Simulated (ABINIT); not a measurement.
Wanted: the native input for an ABINIT 10.8.3 (patched build) run.

* Task: single point
* Functional: PBE
* Potentials or basis: JTH PAW PBE v2.0
* Cutoff: 408 eV
* k mesh: 9 × 9 × 3
* Occupations: fermi-dirac, width 0.05 eV
* Spin: no spin polarisation
* Fine-grid cutoff: 816.342 eV

The system is TiTe2.

```xyz
3
Lattice="3.0256 0.0000 0.0000 0.0000 3.0256 0.0000 0.0000 0.0000 9.3016" Properties=species:S:1:pos:R:3 pbc="T T T"
Ti    0.0000    0.0000    0.0000
Te    0.0000    0.0000    2.7376
Te    0.0000    0.0000    6.5641
```

The cell was built by a generator and needn't be a form met in nature.

One way to write it, as run:

run.abi

```
pp_dirpath "./"
pseudos "Ti.GGA_PBE-JTH.xml, Te.GGA_PBE-JTH.xml"

acell 3.02557 3.02557 9.30163 Angstrom
rprim
     1.0000000000     0.0000000000     0.0000000000
     0.0000000000     1.0000000000     0.0000000000
     0.0000000000     0.0000000000     1.0000000000
ntypat 2
znucl 22 52
natom 3
typat 1 2 2
xred
     0.0000000000     0.0000000000     0.0000000000
     0.0000000000     0.0000000000     0.2943100000
     0.0000000000     0.0000000000     0.7056900000

ecut 15.0
pawecutdg 30.0
pawxcdev 0

kptopt 1
ngkpt 9 9 3
nshiftk 1
shiftk 0.0 0.0 0.0

ixc 11

nband 16
occopt 3
tsmear 0.00183747

nstep 100
tolvrs 1.0e-9

iomode 3
prtwf 0
prtden 0
prteig 0
prtebands 0
```

Potentials or basis: JTH PAW PBE v2.0.

The run is started by

```console
$ abinit run.abi > log 2>&1
```

Results of the run:

```
Pressure                                              : 3.0 GPa
Largest force                                         : 0.024 eV/Å
Band gap on the k mesh                                : none (metal or under the smearing width)
Valence electrons inside the program's atomic spheres : Ti 10.06; Te 3.11
```

Caveat: this functional lacks dispersion, which binds the layers, so the pressure and a relaxed spacing across them are unreliable.

It took 18 s on 1 thread of Intel(R) Xeon(R) 6975P-C (Granite Rapids) (shared host), peak memory 0.12 GiB.
